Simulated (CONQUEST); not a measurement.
**Ti under changes of volume**

One of the cells (17.636 Å³/atom); the others are scaled copies at fixed shape and fractional positions:

```
CELL_PARAMETERS angstrom
2.95000 0.00000 0.00000
0.00000 4.68000 0.00000
0.00000 0.00000 5.10955
ATOMIC_POSITIONS crystal
Ti 0.00000 0.75000 0.33333
Ti 0.50000 0.75000 0.83333
Ti 0.00000 0.25000 0.66667
Ti 0.50000 0.25000 0.16667
```

```yaml
Program: CONQUEST 1.3
Functional: PBE
Potentials_or_basis: PseudoDojo NC PBE, DZP, grid of 32 × 60 × 60 points
k_mesh: 9 × 6 × 5
Occupations: fermi-dirac, width 0.05 eV
Spin: no spin polarisation
```

```tsv
volume (Å³/atom)	energy over the lowest point (meV/atom)	pressure (GPa)	largest force (eV/Å)
16.577	?	?	?
16.930	9.49	4.7	0.006
17.283	2.07	2.2	0.003
17.636	0.00	-0.2	0.004
17.988	2.83	-2.3	0.006
18.341	10.12	-4.2	0.007
18.694	21.49	-5.9	0.000
```

Q: What does the run at 16.577 Å³/atom give?

A: Energy over the lowest point 22.73 meV/atom; pressure 7.5 GPa; largest force 0.010 eV/Å.

Worked out: A Birch-Murnaghan fit of order 3 (a polynomial in V^(-2/3)) to the other rows has its minimum at 17.60 Å³/atom with B0 = V·E''(V) = 112 GPa and B' = 3.6 at fixed shape and positions, which overstates the stiffness. It gives 22.80 meV/atom at 16.577 Å³/atom, against the run's 22.73, and -dE/dV = 7.5 GPa, against 7.5.

Energies are extrapolated to zero smearing.

Caveats: the basis of atomic orbitals isn't converged, which shifts pressures, moduli and gaps.
